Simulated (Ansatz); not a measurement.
# Understanding CdI2-type MnF2 from first principles

Method: PBE+U (U_eff = 3.9 eV on Mn 3d), scalar-relativistic; collinear spin; PAW, 420 eV, Γ-centred 8×8×6 mesh, 0.05 eV Gaussian smearing; code Ansatz; PAW files: Ansatz's generated set soft_2.

This is a trial structure; measured cells of the compound in the Crystallography Open Database are in space group P42/mnm.

The relaxed structure (symmetry read at 0.01 Å). It takes space group P-3m1 (No. 164, trigonal). The conventional cell has a = 3.374 Å, b = 3.374 Å, c = 4.958 Å, α = 90.00°, β = 90.00°, γ = 120.00°. Mn (site symmetry -3m) has 6 F at 2.17 Å as nearest neighbours. F (site symmetry 3m) has 3 Mn at 2.17 Å as nearest neighbours. (Shells end 15 % past the nearest neighbour.)

Results at this level of theory:

- Volume: 16.29 Å³/atom
- Band gap: 3.18 eV
- Smallest direct gap: 3.20 eV (over both spins)
- Magnetic state: ferromagnetic
- Site spin moments: Mn 4.30; F 0.07 μB
- Spin moment of the cell: 5.00 μB
- Bader charges: Mn 1.62; F -0.81 e
- Shear modulus (Hill): 9.3 GPa
- Young's modulus: 24 GPa
- Poisson's ratio: 0.27
- Elastically stable: barely (least eigenvalue 0.2 GPa), so the shear moduli are uncertain

Q: What kind of gap is it?

A: It is indirect by only 0.02 eV, as good as direct: 3.18 eV. Within 0.6 eV of the edges the projected states are 51 % Mn 3d at the top of the valence band and 79 % Mn 4s at the bottom of the conduction band. 

Q: How ionic is it?

A: Bader charges against formal ones: Mn +1.62 (+2), F −0.81 (−1). The cations give up 81 % of the formal charge; Bader charges stay under formal ones because the anions' density reaches into the cations' basins, though a share this high marks a strongly ionic bond.

With a Hubbard U or exact exchange the result depends on the state in which the open shell ends, and a lower one can't be excluded. Site moments are of spin, integrated over atomic spheres. The moments were started parallel, and the real magnetic order may be another.
